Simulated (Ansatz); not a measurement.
Write the native input for Ansatz 0.2.0 that does the following.

```
Task                : single point
Functional          : PBEsol
Potentials or basis : Ansatz PAW
Cutoff              : 420 eV (not typed: the program's choice for these potentials)
k mesh              : 6 × 6 × 6
Occupations         : fermi-dirac, width 0.05 eV
Spin                : non-collinear spin, random start
Starting moments    : [[-0.533, -0.264, -0.286], [-0.028, -0.064, -0.009], [0.204, -0.214, -0.339], [-1.166, -1.223, 0.319]] μB
```

FeNi3 (Awaruite):

```
Ni Fe
1.0
     3.54500    0.00000    0.00000
     0.00000    3.54500    0.00000
     0.00000    0.00000    3.54500
Ni Fe
3 1
Direct
  0.50000 0.50000 0.00000
  0.50000 0.00000 0.50000
  0.00000 0.50000 0.50000
  0.00000 0.00000 0.00000
```

One way to write it, as run:

input.yaml

```yaml
crystal:
  lattice:
    - [3.545, 0.0, 0.0]
    - [0.0, 3.545, 0.0]
    - [0.0, 0.0, 3.545]
  atoms:
    - { symbol: Ni, position: [0.5, 0.5, 0.0], spin: 0.66, spin_axis: [-0.533, -0.264, -0.286] }
    - { symbol: Ni, position: [0.5, 0.0, 0.5], spin: 0.07, spin_axis: [-0.028, -0.064, -0.009] }
    - { symbol: Ni, position: [0.0, 0.5, 0.5], spin: 0.45, spin_axis: [0.204, -0.214, -0.339] }
    - { symbol: Fe, position: [0.0, 0.0, 0.0], spin: 1.72, spin_axis: [-1.166, -1.223, 0.319] }
hamiltonian:
  xc: pbesol
  pseudopotentials: { kind: paw }
magnetization:
  noncollinear: true
  spin_orbit: false
kpoints:
  mp_grid: { grid: [6, 6, 6] }
scf:
  occupations: { method: fermi_dirac, width: 0.05 }
output:
  forces: true
  stress: true
  eigenvalues: true
  write_density: true
  write_potential: true
  elf: true
  volumetric_format: npy
```

Potentials or basis: Ansatz PAW.

The run is started by

```console
$ ansatz run input.yaml --threads 2 --pin off --max-ram 5632MiB --backend cpu --events-out ev --progress --plain --runs-dir out
```

It gave:

```json
{
  "Pressure": "-9.5 GPa",
  "Band gap on the k mesh": "none (metal or under the smearing width)",
  "Net moment": "4.90 μB per cell",
  "Absolute moment": "5.36 μB per cell"
}
```

Caveat: the PAW data sets come from PBE, with cores solved anew for the run's functional, which leaves a small shift of forces and pressure; the starting moments weren't kept.

Run time: 19 s on 2 threads of AMD EPYC 9R45 96-Core Processor (Zen 5), with other jobs on the host, peak memory 0.75 GiB.
